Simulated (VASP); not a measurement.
A run of VASP 6.6.1:

File INCAR:

```
SYSTEM = TiO2
ALGO = Fast
EDIFF = 1E-6
ENCUT = 520
ICORELEVEL = 1
ISIF = 2
ISMEAR = 0
KPAR = 2
LASPH = .TRUE.
LCHARG = .FALSE.
LMAXMIX = 4
LREAL = .FALSE.
LWAVE = .FALSE.
NBANDS = 33
NELM = 80
PREC = Accurate
SIGMA = 0.03
```

The input KPOINTS:

```
k-points
0
G
  10 10 10
  0 0 0
```

Contents of POSCAR:

```
TiO2                                    
1.0
   -1.8729543827      1.8729543827      4.7293564981
    1.8729543827     -1.8729543827      4.7293564981
    1.8729543827      1.8729543827     -4.7293564981
  Ti              O             
     2     4
Direct
     0.0000000000000000    0.0000000000000000    0.0000000000000000
     0.7500000000000000    0.2500000000000000    0.5000000000000000
     0.2081725084431870    0.2081725084431870    0.0000000000000000
     0.9581725084431870    0.4581725084431871    0.5000000000000000
     0.5418274915568130    0.0418274915568130    0.5000000000000000
     0.7918274915568130    0.7918274915568130    0.0000000000000000
```

The input KPOINTS_OPT:

```
explicit points
173
Reciprocal
 0.0000000000  0.0000000000  0.0000000000 1
-0.0357142857  0.0357142857  0.0000000000 1
-0.0714285714  0.0714285714  0.0000000000 1
-0.1071428571  0.1071428571  0.0000000000 1
-0.1428571429  0.1428571429  0.0000000000 1
-0.1785714286  0.1785714286  0.0000000000 1
[... 165 lines left out ...]
-0.0790928267  0.0790928267  0.5000000000 1
 0.5000000000  0.5000000000 -0.0790928267 1
```

Potentials or basis: VASP PAW LDA potentials, release 64 (Ti_sv, O).

The run is started by

```bash
$ cat potpaw_LDA.64/Ti_sv/POTCAR potpaw_LDA.64/O/POTCAR > POTCAR
$ mpirun -np 2 vasp_std > vasp.out
```

Hardware: 2 MPI ranks on Intel(R) Xeon(R) Platinum 8259CL CPU @ 2.50GHz (Skylake/Cascade Lake) (shared host).

How long does it take, and how much memory?

It took 8.6 min on 2 MPI ranks on Intel(R) Xeon(R) Platinum 8259CL CPU @ 2.50GHz (Skylake/Cascade Lake), with other jobs on the host, peak memory 0.42 GiB a rank. Counts: scf iterations 42, k points 102.
